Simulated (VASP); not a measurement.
# C (Fd-3m) in VASP: further runs

The runs below take C through Born charges and dielectric tensor, dielectric tensor, band structure, with PBEsol, PBE+D3, vdW-DF-cx, PBE.

Everything below comes from runs of VASP 6.6.1. Logs are shortened: lines on timing, memory, paths and dates and some standing lists are left out, and cuts for length are marked.

### 1 Starting point

It takes space group Fd-3m (No. 227, cubic). The conventional cell has a = 3.567 Å, b = 3.567 Å, c = 3.567 Å, α = 90.00°, β = 90.00°, γ = 90.00°. C (site symmetry -43m) is surrounded by 4 C at 1.54 Å.

This isn't the form of C at room conditions, which is graphite.

### 2 Born charges and dielectric tensor, PBEsol

Contents of INCAR:

```
SYSTEM = C
  PREC = Accurate
  ENCUT = 520
  EDIFF = 1E-8
  ISMEAR = -1
  SIGMA = 0.05
  LREAL = .False.
  LASPH = .True.
  NELM = 100
  ALGO = Fast
  ISIF = 2
  LWAVE = .False.
  LCHARG = .False.
  GGA = PS
  LEPSILON = .True.
  IBRION = 8
```

Contents of KPOINTS:

```
Automatic mesh
0
Gamma
  13 13 13
  0 0 0
```

Contents of POSCAR:

```
C
1.0
    0.0000000000      1.7833700000      1.7833700000
    1.7833700000      0.0000000000      1.7833700000
    1.7833700000      1.7833700000      0.0000000000
C
2
Direct
    0.7500000000      0.7500000000      0.7500000000
    0.5000000000      0.5000000000      0.5000000000
```

Potentials or basis: VASP PAW PBE potentials, release 64 (C).

Started as:

```bash
$ cat potpaw_PBE.64/C/POTCAR > POTCAR
$ mpirun -np 1 vasp_std > vasp.out
```

OUTCAR:

```text
SYSTEM = C
   PREC = Accurate
   ENCUT = 520
   EDIFF = 1E-8
   ISMEAR = -1
   LREAL = .False.
   LASPH = .True.
   NELM = 100
   ISIF = 2
   GGA = PS
   LEPSILON = .True.
   IBRION = 8

 ion  position               nearest neighbor table
   1  0.750  0.750  0.750-   2 1.54   2 1.54   2 1.54   2 1.54
   2  0.500  0.500  0.500-   1 1.54   1 1.54   1 1.54   1 1.54

  LATTYP: Found a face centered cubic cell.
 ALAT       =     3.5667400000

  Lattice vectors:

 A1 = (   0.0000000000,   1.7833700000,   1.7833700000)
 A2 = (   1.7833700000,   0.0000000000,   1.7833700000)
 A3 = (   1.7833700000,   1.7833700000,   0.0000000000)

Analysis of symmetry for initial positions (statically):
=====================================================================
 Subroutine PRICEL returns:
 Original cell was already a primitive cell.

 Routine SETGRP: Setting up the symmetry group for a
 face centered cubic supercell.

 Subroutine GETGRP returns: Found 48 space group operations
 (whereof 24 operations were pure point group operations)
 out of a pool of 48 trial point group operations.

The static configuration has the point symmetry T_d .
 The point group associated with its full space group is O_h .

Analysis of symmetry for dynamics (positions and initial velocities):
=====================================================================
 Subroutine PRICEL returns:
 Original cell was already a primitive cell.

 Routine SETGRP: Setting up the symmetry group for a
 face centered cubic supercell.

 Subroutine GETGRP returns: Found 48 space group operations
 (whereof 24 operations were pure point group operations)
 out of a pool of 48 trial point group operations.

The dynamic configuration has the point symmetry T_d .
 The point group associated with its full space group is O_h .

 Subroutine INISYM returns: Found 48 space group operations
 (whereof 24 operations are pure point group operations),
 and found     1 'primitive' translations

----------------------------------------------------------------------------------------

                                     Primitive cell

  volume of cell :      11.3437

  direct lattice vectors                    reciprocal lattice vectors
     0.000000000  1.783370000  1.783370000    -0.280368067  0.280368067  0.280368067
     1.783370000  0.000000000  1.783370000     0.280368067 -0.280368067  0.280368067
     1.783370000  1.783370000  0.000000000     0.280368067  0.280368067 -0.280368067

  length of vectors
     2.522066041  2.522066041  2.522066041     0.485611737  0.485611737  0.485611737

  position of ions in fractional coordinates (direct lattice)
     0.750000000  0.750000000  0.750000000
     0.500000000  0.500000000  0.500000000

  ion indices of the primitive-cell ions
   primitive index   ion index
                 1           1
                 2           2

----------------------------------------------------------------------------------------

 KPOINTS: Automatic mesh

Automatic generation of k-mesh.
 Grid dimensions read from file:
 generate k-points for:   13   13   13

 Generating k-lattice:

  Cartesian coordinates                     Fractional coordinates (reciprocal lattice)
    -0.021566774  0.021566774  0.021566774     0.076923077  0.000000000  0.000000000
     0.021566774 -0.021566774  0.021566774     0.000000000  0.076923077  0.000000000
     0.021566774  0.021566774 -0.021566774     0.000000000  0.000000000  0.076923077

  Length of vectors
     0.037354749  0.037354749  0.037354749

  Shift w.r.t. Gamma in fractional coordinates (k-lattice)
     0.000000000  0.000000000  0.000000000

 Subroutine IBZKPT returns following result:
 ===========================================

 Found     84 irreducible k-points:
[... 367 lines left out ...]
  external PRESSURE =     -37.5615129 kB  Pullay stress =       0.0000000 kB

 VOLUME and BASIS-vectors are now :
 -----------------------------------------------------------------------------
  energy-cutoff  :      520.00
  volume of cell :       11.34
      direct lattice vectors                 reciprocal lattice vectors
     0.000000000  1.783370000  1.783370000    -0.280368067  0.280368067  0.280368067
     1.783370000  0.000000000  1.783370000     0.280368067 -0.280368067  0.280368067
     1.783370000  1.783370000  0.000000000     0.280368067  0.280368067 -0.280368067

 POSITION                                       TOTAL-FORCE (eV/Angst)
 -----------------------------------------------------------------------------------
      2.67505      2.67505      2.67505        -0.000000     -0.000000     -0.000000
      1.78337      1.78337      1.78337         0.000000      0.000000      0.000000
 -----------------------------------------------------------------------------------
    total drift:                                0.000000     -0.000000      0.000000

  FREE ENERGIE OF THE ION-ELECTRON SYSTEM (eV)
  ---------------------------------------------------
  free  energy   TOTEN  =       -19.2488544098 eV

  energy  without entropy=      -19.2488544098  energy(sigma->0) =      -19.24885441

 HEAD OF MICROSCOPIC STATIC DIELECTRIC TENSOR (INDEPENDENT PARTICLE, excluding Hartree and local field effects)
 ------------------------------------------------------
           6.035057     0.000000     0.000000
           0.000000     6.035057    -0.000000
           0.000000     0.000000     6.035057
 ------------------------------------------------------

 Free energy of the ion-electron system (eV)
  ---------------------------------------------------
  ---------------------------------------------------
  free energy    TOTEN  =        -0.16369638 eV

  energy without entropy =       -0.16369638

------------------------ aborting loop because EDIFF is reached ----------------------------------------

--------------------------------------- Ionic step        2  -------------------------------------------

------------------------ aborting loop because EDIFF is reached ----------------------------------------

--------------------------------------- Ionic step        3  -------------------------------------------

------------------------ aborting loop because EDIFF is reached ----------------------------------------

 PIEZOELECTRIC TENSOR FIELD DIRECTION 3  (e Angst)
 -----------------------------------------------------------------------------
    -0.00012  0.00000  0.00000           ( -0.00000  0.00000  0.00000)
     0.00000 -0.00012  0.00000           (  0.00000 -0.00000  0.00000)
     0.00000  0.00000 -0.00021           (  0.00000  0.00000 -0.00001)

 PIEZOELECTRIC TENSOR FIELD DIRECTION 3  (C/m^2)
 -----------------------------------------------------------------------------
    -0.00017  0.00000  0.00000
     0.00000 -0.00017  0.00000
     0.00000  0.00000 -0.00029

--------------------------------------- Ionic step        4  -------------------------------------------

 Free energy of the ion-electron system (eV)
  ---------------------------------------------------
  ---------------------------------------------------
  free energy    TOTEN  =        -0.11130590 eV

  energy without entropy =       -0.11130590

------------------------ aborting loop because EDIFF is reached ----------------------------------------

 INTERNAL STRAIN TENSOR  FOR ION    1  DIRECTION 1   (eV/Angst):
 -----------------------------------------------------------------------------
    -0.01059  0.00000  0.00000
     0.00000  0.00571 -3.43136
     0.00000 -3.43136  0.00571

 MACROSCOPIC STATIC DIELECTRIC TENSOR (including local field effects in DFT)
 ------------------------------------------------------
           5.887300    -0.000000     0.000000
           0.000000     5.887300     0.000000
          -0.000000    -0.000000     5.887300
 ------------------------------------------------------

 PIEZOELECTRIC TENSOR (including local field effects)  for field in x, y, z        (e  Angst)
          XX          YY          ZZ          XY          YZ          ZX
  --------------------------------------------------------------------------------
  x     0.00000     0.00000     0.00000     0.00000     0.00000    -0.00000
  y    -0.00000     0.00000     0.00000    -0.00000     0.00000     0.00000
  z     0.00000     0.00000     0.00000     0.00000    -0.00000     0.00000

 PIEZOELECTRIC TENSOR (including local field effects)  for field in x, y, z        (C/m^2)
          XX          YY          ZZ          XY          YZ          ZX
  --------------------------------------------------------------------------------
  x     0.00000     0.00000     0.00000     0.00000     0.00000    -0.00000
  y    -0.00000     0.00000     0.00000    -0.00000     0.00000     0.00000
  z     0.00000     0.00000     0.00000     0.00000    -0.00000     0.00000

 BORN EFFECTIVE CHARGES (including local field effects) (in |e|, cummulative output)
 ---------------------------------------------------------------------------------
 ion    1
    1    -0.00000     0.00000     0.00000
    2    -0.00000     0.00000    -0.00000
    3    -0.00000     0.00000    -0.00000
 ion    2
    1     0.00000     0.00000     0.00000
    2     0.00000    -0.00000     0.00000
    3     0.00000    -0.00000     0.00000

 INTERNAL STRAIN TENSOR FOR ION    2 for displacements in x,y,z  (eV/Angst):
          X           Y           Z          XY          YZ          ZX
  --------------------------------------------------------------------------------
  x    -0.00000    -0.00000     0.00000     0.00000     3.43136     0.00000
  y    -0.00000     0.00000     0.00000     0.00000     0.00000     3.43136
  z    -0.00000     0.00000    -0.00000     3.43136     0.00000     0.00000

 SECOND DERIVATIVES (NOT SYMMETRIZED)
 ------------------------------------
               1X          1Y          1Z          2X          2Y          2Z
  1X   -37.066016    0.000000    0.000000   37.066016    0.000000    0.000000
  1Y     0.000000  -37.066016    0.000000    0.000000   37.066016    0.000000
  1Z     0.000000    0.000000  -37.066016    0.000000    0.000000   37.066016
  2X    37.066016    0.000000    0.000000  -37.066016    0.000000    0.000000
  2Y     0.000000   37.066016    0.000000    0.000000  -37.066016    0.000000
  2Z     0.000000    0.000000   37.066016    0.000000    0.000000  -37.066016

 Eigenvectors and eigenvalues of the dynamical matrix
 ----------------------------------------------------

   1 f  =   38.838647 THz   244.030417 2PiTHz 1295.517819 cm-1   160.623666 meV
             X         Y         Z           dx          dy          dz
      2.675055  2.675055  2.675055     0.000000   -0.707107    0.000000
      1.783370  1.783370  1.783370     0.000000    0.707107    0.000000
[... 21 lines left out ...]
   6 f  =    0.000000 THz     0.000000 2PiTHz    0.000000 cm-1     0.000000 meV
             X         Y         Z           dx          dy          dz
      2.675055  2.675055  2.675055     0.000000    0.000000    0.707107
      1.783370  1.783370  1.783370     0.000000    0.000000    0.707107

--------------------------------------------------------------------------------------------------------

 MACROSCOPIC STATIC DIELECTRIC TENSOR IONIC CONTRIBUTION
 ------------------------------------------------------
           0.000000     0.000000     0.000000
           0.000000     0.000000     0.000000
           0.000000     0.000000     0.000000
 ------------------------------------------------------

 ELASTIC MODULI CONTR FROM IONIC RELAXATION (kBar)
 Direction    XX          YY          ZZ          XY          YZ          ZX
 --------------------------------------------------------------------------------
 XX          -0.0000     -0.0000      0.0000      0.0000      0.0000      0.0000
 YY          -0.0000     -0.0000      0.0000     -0.0000      0.0000     -0.0000
 ZZ           0.0000      0.0000     -0.0000      0.0000     -0.0000     -0.0000
 XY           0.0000     -0.0000      0.0000    -44.8656      0.0000      0.0000
 YZ           0.0000      0.0000     -0.0000      0.0000    -44.8656      0.0000
 ZX           0.0000     -0.0000     -0.0000      0.0000      0.0000    -44.8656
 --------------------------------------------------------------------------------

 PIEZOELECTRIC TENSOR IONIC CONTR  for field in x, y, z        (C/m^2)
          XX          YY          ZZ          XY          YZ          ZX
  --------------------------------------------------------------------------------
  x    -0.00000    -0.00000     0.00000     0.00000     0.00000     0.00000
  y     0.00000    -0.00000    -0.00000     0.00000     0.00000    -0.00000
  z    -0.00000     0.00000    -0.00000     0.00000     0.00000    -0.00000
```

Run time: 73 s. Hardware: 1 thread of Intel Xeon Platinum 8559C (Emerald Rapids), shared host; peak memory 0.19 GiB.

Results:

* Band gap on the k mesh: 4.01 eV, indirect (least direct gap 5.54 eV)
* Electronic dielectric tensor (diagonal): 5.89
* Born charges (mean of the diagonal): C +0.00 e
* Highest phonon frequency at Γ: 1296 cm⁻¹

Phonon frequencies in cm⁻¹ (negative: imaginary):
```
              q point           frequencies
(0.000, 0.000, 0.000)  0 0 0 1296 1296 1296
```

Electronic dielectric tensor:
```
5.89 0.00 0.00
0.00 5.89 0.00
0.00 0.00 5.89
```

Born effective charge tensors (e):
atom 1, C
```
0.00 0.00 0.00
0.00 0.00 0.00
0.00 0.00 0.00
```
atom 2, C
```
0.00 0.00 0.00
0.00 0.00 0.00
0.00 0.00 0.00
```

Caveat: the PAW data sets were made with another functional, which shifts forces and pressure a little; an odd mesh through Γ misses points on the zone boundary, where band edges often lie.

[end of part 1 of 2]
